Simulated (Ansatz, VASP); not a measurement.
# Two plane-wave programs on Be2C

```
Be C
1.0
     0.00000    2.13720    2.13720
     2.13720    0.00000    2.13720
     2.13720    2.13720    0.00000
Be C
2 1
Direct
  0.75000 0.75000 0.75000
  0.25000 0.25000 0.25000
  0.00000 0.00000 0.00000
```

Alike in both runs: functional PBE; dispersion D3(BJ); k mesh 12 × 12 × 12; occupations gaussian, width 0.02 eV; no spin polarisation.

Ansatz relaxed the structure, and its values are those at the end. VASP's run is a single point on that final structure, the one shown.

|  | VASP | Ansatz |
| --- | --- | --- |
| version | VASP 6.6.1 | Ansatz 0.2.0 |
| potentials or method | VASP PAW PBE potentials, release 64 (Be, C) | scalar-relativistic, plane waves, PAW |
| plane-wave cutoff (eV) | 520 | 420 |
| valence electrons in the cell | 8 | 8 |

```tsv
	VASP	Ansatz	Ansatz less VASP
gap on the k mesh at the Fermi level (eV)	1.17	1.19	+0.014
least direct gap on the mesh (eV)	4.20	4.21	+0.010
pressure (GPa)	0.4	0.0	-0.40
```

A k mesh can miss the band edges. As with any semilocal functional, this PBE gap is likely too small.
